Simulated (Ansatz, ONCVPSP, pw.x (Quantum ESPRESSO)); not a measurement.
## germanium (Ge) (fcc): variants of one ONCV potential in the solid

germanium (Ge), optimised norm-conserving Vanderbilt (ONCV), made with ONCVPSP 4.0.1.1 (patched build) (PBE, scalar-relativistic). Core [Ar] 3d10, reference 4s2 4p2. Waves: 4s: rc 1.90 bohr, ncon 4, nbas 8, qcut 3.5 1/bohr, 1 projector; 4p: rc 2.10 bohr, ncon 4, nbas 7, qcut 3.4 1/bohr, 2 projectors, debl 2.8 Ha; d scattering state at 0.14 Ha: rc 1.80 bohr, ncon 4, nbas 7, qcut 5.2 1/bohr, 1 projector. Local part: polynomial inside 1.30 bohr (lpopt 5, dvloc0 0 Ha). Core correction: polynomial model core, fcfact 0.45.

Crystal test: fcc Ge in pw.x 7.5, no spin, 13³ k-points, Fermi–Dirac smearing 0.01 Ry, cutoffs set for each file from its atomic test. The reference is all-electron LAPW (Ansatz 0.2.0) with the same functional, mesh and smearing; V0 and B0 come from Birch–Murnaghan fits to the pressures at five volumes. Errors are pseudo minus all-electron; Δ is the rms difference of the E(V) curves that follow from these fits, minima aligned, over ±6 % about the mean V0. Mesh and smearing are coarse, so the numbers serve the comparison and aren't converged zero-temperature values; the lattice is a test structure that the element need not adopt.

All-electron: a0 = 4.278 Å (V0 = 19.58 Å³/atom), B0 = 60.8 GPa.

Base: This is a poor potential for the solid. The generator flags a localised state at positive energy (s at 1 eV).

| change | cutoffs (Ry) | pw.x | a0 (Å) | a0 error (%) | B0 error (%) | Δ (meV/atom) | mean pressure error (GPa) |
| --- | --- | --- | --- | --- | --- | --- | --- |
| base | 105/420 | converged | 4.242 | -0.86 | +3.3 | 6.8 | -1.55 |
| d: qcut 5.4 | 105/420 | converged | 4.242 | -0.85 | +3.3 | 6.7 | -1.54 |
| local potential polynomial inside 1.36 bohr (lpopt 5, dvloc0 0 Ha) | 105/420 | converged | 4.246 | -0.77 | +2.8 | 6.0 | -1.38 |
| core correction Teter function, fcfact 2.75, rcfact 1.7 | 105/420 | converged | 4.234 | -1.03 | +5.5 | 8.1 | -1.86 |
| reference 4s2 4p1.5 | 105/420 | converged; bound ghost | 4.231 | -1.10 | +3.4 | 8.7 | -1.96 |

Give the row for: local potential polynomial inside 1.15 bohr (lpopt 5, dvloc0 0 Ha).

pw.x: converged; bound ghost; mean pressure error (GPa): -1.44; a0 (Å): 4.237; a0 error (%): -0.96; B0 error (%): -15.3; Δ (meV/atom): 7.1.
